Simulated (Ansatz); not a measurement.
# BP: the cost of one run

Computed with Ansatz 0.2.0 (DFT PBE, scalar-relativistic, plane waves, PAW, unless a step's input says otherwise).

**1. The system as given**

Symmetry: I4cm, No. 108, tetragonal system. Conventional cell: a = 6.113 Å, b = 6.113 Å, c = 5.044 Å, α = 90.00°, β = 90.00°, γ = 90.00°. B (site symmetry m) has 4 P at 1.87 to 1.92 Å as nearest neighbours. P (site symmetry m) is surrounded by 4 B at 1.87 to 1.92 Å.

Structure file:

```
CELL_PARAMETERS angstrom
-3.05641 3.05641 2.52191
3.05641 -3.05641 2.52191
3.05641 3.05641 -2.52191
ATOMIC_POSITIONS crystal
B 0.53859 0.03859 0.20355
B 0.83504 0.33504 0.79645
B 0.03859 0.83504 0.50000
B 0.33504 0.53859 0.50000
P 0.66496 0.46141 0.50000
P 0.96141 0.16496 0.50000
P 0.16496 0.66496 0.20355
P 0.46141 0.96141 0.79645
```

The cell is invented: 4-connected net, two elements alternating (I4cm, No. 108). Lengths come from tabulated atomic sizes and are only a guess.

**2. Probe: one point on a coarse mesh**

Input file input.yaml:

```yaml
crystal:
  lattice:
    - [-3.05640713, 3.05640713, 2.52191176]
    - [3.05640713, -3.05640713, 2.52191176]
    - [3.05640713, 3.05640713, -2.52191176]
  atoms:
    - { symbol: B, position: [0.53858588, 0.03858588, 0.20355034] }
    - { symbol: B, position: [0.83503554, 0.33503554, 0.79644966] }
    - { symbol: B, position: [0.03858588, 0.83503554, 0.5] }
    - { symbol: B, position: [0.33503554, 0.53858588, 0.5] }
    - { symbol: P, position: [0.66496446, 0.46141412, 0.5] }
    - { symbol: P, position: [0.96141412, 0.16496446, 0.5] }
    - { symbol: P, position: [0.16496446, 0.66496446, 0.20355034] }
    - { symbol: P, position: [0.46141412, 0.96141412, 0.79644966] }
basis:
  ecutwfc: 420
kpoints:
  mp_grid: { grid: [4, 4, 4] }
hamiltonian:
  xc: pbe
scf:
  occupations: { method: gaussian, width: 0.1 }
  lower_state_search: "off"
output:
  forces: true
  stress: true
  eigenvalues: true
```

The run is started by

```bash
$ ansatz run input.yaml --threads 1 --pin off --max-ram 2560MiB --backend cpu --events-out ev --progress --plain --runs-dir out
```

What time and memory should one allow on 1 thread of Arm Neoverse V1, shared host?

About 4.4 s, with a peak of 0.29 GiB.
